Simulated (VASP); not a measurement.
# MgO in VASP: how settings move the PBE single point

Aim: see what changed inputs do to the PBE single point of rocksalt MgO, under +4.5 % strain along x alone.

Code: VASP 6.6.1. PAW datasets, plane waves. Calculated at 0 K for a non-magnetic cell.

**1. The system as given**

The cell comes from an earlier relaxation with r2SCAN in another program, then strained, with the atoms relaxed again.

It is tetragonal, I4/mmm (No. 139); conventional cell a = 2.973 Å, c = 4.392 Å, 9.70 Å³ an atom. Near Mg stand 6 O at 2.10–2.20 Å; near O stand 6 Mg at 2.10–2.20 Å.

Structure file:

```cif
data_structure
_symmetry_space_group_name_H-M 'P 1'
_symmetry_Int_Tables_number 1
_cell_length_a 2.9729
_cell_length_b 3.0399
_cell_length_c 3.0399
_cell_angle_alpha 58.547
_cell_angle_beta 60.727
_cell_angle_gamma 60.727
_cell_volume 19.41
loop_
_atom_site_label
_atom_site_type_symbol
_atom_site_fract_x
_atom_site_fract_y
_atom_site_fract_z
_atom_site_occupancy
Mg1 Mg 0.00000 0.00000 0.00000 1
O1 O 0.50000 0.50000 0.50000 1
```

**2. Baseline**

INCAR

```
ENCUT = 520.000000
SIGMA = 0.020000
EDIFF = 1.00e-07
GGA = PE
PREC = Accurate
IBRION = -1
ISIF = 2
ISMEAR = -1
NBANDS = 11
NELM = 120
NSW = 0
LASPH = .TRUE.
LCHARG = .FALSE.
LWAVE = .FALSE.
LREAL = .FALSE.
```

KPOINTS

```
KPOINTS created by Atomic Simulation Environment
0
Gamma
10 10 10
0 0 0
```

POSCAR

```
Mg O
 1.0000000000000000
     0.0000000000000000    2.1021674168000000    2.1021674168000000
     2.1959240836000000    0.0000000000000000    2.1021674168000000
     2.1959240836000000    2.1021674168000000    0.0000000000000000
 Mg  O
   1   1
Cartesian
  0.0000000000000000  0.0000000000000000  0.0000000000000000
  2.1959240835999996  2.1021674168000000  2.1021674168000000
```

A file KPOINTS_OPT adds named points for the levels; it doesn't enter the self-consistent loop.

Potentials: the recommended PBE PAW datasets, 8 valence electrons.

On the command line:

```
mpirun -np 1 vasp_std
```

**3. Try 1**

INCAR, as its differences from that of step 2:

```diff
@@ -4,3 +4,2 @@
 GGA = PE
-PREC = Accurate
 IBRION = -1
@@ -15 +14,2 @@
 LREAL = .FALSE.
+PREC = Single
```

KPOINTS

```
KPOINTS created by Atomic Simulation Environment
0
Monkhorst-Pack
10 10 10
0 0 0
```

POSCAR is that of step 2.

**4. Try 2**

INCAR

```
ENCUT = 520.000000
SIGMA = 0.020000
EDIFF = 1.00e-07
GGA = PE
IBRION = -1
ISIF = 2
ISMEAR = -1
NBANDS = 11
NELM = 120
NSW = 0
LCHARG = .FALSE.
LWAVE = .FALSE.
LREAL = .FALSE.
PREC = Single
LASPH = .FALSE.
```

KPOINTS is that of step 2.

POSCAR is that of step 2.

**5. Try 3**

INCAR, as its differences from that of step 2:

```diff
@@ -8,3 +8,2 @@
 ISMEAR = -1
-NBANDS = 11
 NELM = 120
@@ -15 +14,3 @@
 LREAL = .FALSE.
+NELECT = 7
+NBANDS = 5
```

KPOINTS is that of step 2.

POSCAR is that of step 2.

Before running it: what results should come out? Wanted: for each run, changed; ending; energy change; pressure; electronic steps; usable.

**Answer**, as computed:

| run | changed | ending | energy change (meV/atom) | pressure (GPa) | gap on the mesh (eV; negative: overlap) | electronic steps | time | usable |
| --- | --- | --- | --- | --- | --- | --- | --- | --- |
| ref. | – | converged | 0 | -1.4 | 4.30 | 13 | 16 s | yes |
| 1 | PREC = Single, shifted mesh | converged | -0.2 | -1.4 | 4.51 | 13 | 30 s | no |
| 2 | PREC = Single, LASPH = .FALSE. | converged | -0.2 | -1.4 | 4.30 | 13 | 12 s | yes |
| 3 | NELECT = 7, NBANDS = 5 | converged | – | -53.5 | – | 15 | 7.7 s | no |

**Reading.** Of 3 altered inputs, 2 ended normally on a faulty or unsound input, 1 gave usable results. «PREC = Single, LASPH = .FALSE.» moves the energy by -0.2 meV/atom.
